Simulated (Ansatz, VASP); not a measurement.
**Two plane-wave programs on CdTe**

```
CELL_PARAMETERS angstrom
0.00000 2.50870 2.50870
2.50870 0.00000 2.50870
2.50870 2.50870 0.00000
ATOMIC_POSITIONS crystal
Cd 0.00000 0.00000 0.00000
Te 0.50000 0.50000 0.50000
```

Change from the starting cell: volume scaled by 0.55, norm-conserving files.

Alike in both runs: task single point; functional PBE; k mesh 11 × 11 × 11; occupations fermi-dirac, width 0.05 eV; no spin polarisation.

|  | VASP | Ansatz |
| --- | --- | --- |
| version | VASP 6.6.1 | Ansatz 0.2.0 |
| potentials or method | VASP PAW PBE potentials, release 64 (Cd, Te) | norm-conserving pseudopotentials, scalar-relativistic |
| plane-wave cutoff (eV) | 520 | 1120 |
| valence electrons in the cell | 18 | 36 |

Ansatz gave:

| Item | Value |
| --- | --- |
| pressure (GPa) | 120.8 |

Question: Which values does VASP return?

Answer: Pressure (GPa): 123.0.

The two sets of potentials don't hold the same shells in valence.

Caveats: the cell as given lies far from equilibrium; so large a pressure means that the cell lies far from this level's equilibrium, or that cutoff or potentials fall short (VASP). Spin-orbit coupling is left out, which matters for the levels of Te.
